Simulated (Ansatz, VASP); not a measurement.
## Pb: VASP beside Ansatz

```
Pb
1.0
    -2.07521    2.07521    1.73840
     2.07521   -2.07521    1.73840
     2.07521    2.07521   -1.73840
Pb
1
Direct
  0.00000 0.00000 0.00000
```

Alike in both runs: functional PBEsol; k mesh 10 × 10 × 10; occupations gaussian, width 0.1 eV; no spin polarisation.

Ansatz relaxed the structure, and its values are those at the end. VASP's run is a single point on that final structure, the one shown.

|  | VASP | Ansatz |
| --- | --- | --- |
| version | VASP 6.6.1 | Ansatz 0.2.0 |
| potentials or method | VASP PAW PBE potentials, release 64 (Pb_d) | scalar-relativistic, plane waves, PAW |
| plane-wave cutoff (eV) | 520 | 420 |
| valence electrons in the cell | 14 | 14 |

```tsv
	VASP	Ansatz	Ansatz less VASP
gap on the k mesh at the Fermi level (eV)	none	none	-
pressure (GPa)	0.2	0.3	+0.07
```

A gap of «none» marks a metal or a gap that the smearing closes.

Caveats: the PAW data sets were made with another functional, which shifts forces and pressure a little (VASP). The runs have no spin-orbit coupling, so splittings on Pb are missing.
